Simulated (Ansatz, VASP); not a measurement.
Two plane-wave programs on S

The input INCAR:

```
SYSTEM = S
  PREC = Accurate
  ENCUT = 520
  EDIFF = 1E-8
  ISMEAR = -1
  SIGMA = 0.03
  LREAL = .FALSE.
  LASPH = .TRUE.
  NELM = 100
  ALGO = Normal
  ISIF = 2
  LWAVE = .FALSE.
  LCHARG = .FALSE.
  GGA = PS
  LEFG = .TRUE.
  NBANDS = 9
```

KPOINTS

```
regular mesh
0
G
  16 16 16
  0 0 0
```

Contents of POSCAR:

```
S
1.0
    0.0000000000      1.9939585068      1.9939585068
    1.9939585068      0.0000000000      1.9939585068
    1.9939585068      1.9939585068      0.0000000000
S
1
Direct
    0.0000000000      0.0000000000      0.0000000000
```

Input for Ansatz:

```yaml
crystal:
  lattice:
    - [0.0, 1.9939585068, 1.9939585068]
    - [1.9939585068, 0.0, 1.9939585068]
    - [1.9939585068, 1.9939585068, 0.0]
  atoms:
    - { symbol: S, position: [0.0, 0.0, 0.0] }
kpoints:
  mp_grid: { grid: [16, 16, 16] }
  band_path:
    path:
      - [0.0, 0.0, 0.0]
      - [0.5, 0.0, 0.5]
      - [0.625, 0.25, 0.625]
      - [0.375, 0.375, 0.75]
      - [0.0, 0.0, 0.0]
      - [0.5, 0.5, 0.5]
      - [0.5, 0.25, 0.75]
      - [0.5, 0.0, 0.5]
    npoints: 8
scf:
  occupations: { method: fermi_dirac, width: 0.03 }
hamiltonian:
  xc: pbesol
  pseudopotentials: { kind: paw }
output:
  forces: true
  stress: true
  eigenvalues: true
  efg: { contact_densities: true }
  populations: true
  write_density: true
  write_potential: true
  elf: true
  volumetric_format: npy
```

This isn't the form of S at room conditions, which is orthorhombic, of S8 rings.

Alike in both runs: task electric field gradients; functional PBEsol; k mesh 16 × 16 × 16; occupations fermi-dirac, width 0.03 eV; no spin polarisation.

|  | VASP | Ansatz |
| --- | --- | --- |
| version | VASP 6.6.1 | Ansatz 0.2.0 |
| potentials or method | VASP PAW PBE potentials, release 64 (S) | PAW with Ansatz's default frozen-core files, scalar-relativistic |
| plane-wave cutoff (eV) | 520 | 420 |
| valence electrons in the cell | 6 | 6 |

|  | VASP | Ansatz | Ansatz less VASP |
| --- | --- | --- | --- |
| gap on the k mesh at the Fermi level (eV) | none | none | - |
| pressure (GPa) | -5.1 | -5.1 | -0.05 |

A gap of «none» marks a metal or a gap that the smearing closes.

Caveats: the PAW data sets were made with another functional, which shifts forces and pressure a little (VASP).
